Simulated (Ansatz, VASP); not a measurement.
## One calculation of KI, two programs

```
K I
1.0
     0.00000    3.52455    3.64791
     3.52455    0.00000    3.64791
     3.52455    3.52455    0.00000
K I
1 1
Direct
  0.00000 0.00000 0.00000
  0.50000 0.50000 0.50000
```

Change from the starting cell: strain +0.0350 x Voigt [0, 0, 1, 0, 0, 0], atoms carried along.

Alike in both runs: task single point; functional PBE; k mesh 6 × 6 × 6; occupations gaussian, width 0.05 eV; no spin polarisation.

```csv
,VASP,Ansatz
version,VASP 6.6.1,Ansatz 0.2.0
potentials or method,"VASP PAW PBE potentials, release 64 (K_sv, I)","scalar-relativistic, plane waves, PAW"
plane-wave cutoff (eV),520,420
valence electrons in the cell,16,26
```

```tsv
	VASP	Ansatz	Ansatz less VASP
gap on the k mesh at the Fermi level (eV)	3.90	3.90	+0.004
least direct gap on the mesh (eV)	3.90	3.90	+0.004
pressure (GPa)	0.3	0.3	-0.02
largest component of the traceless stress (GPa)	0.50	0.49	-0.006
```

With one functional, cell and mesh, what is left measures potentials, basis and numerics. The two sets of potentials don't hold the same shells in valence.

Caveats: spin-orbit coupling is left out, which moves the levels of the heavy elements.
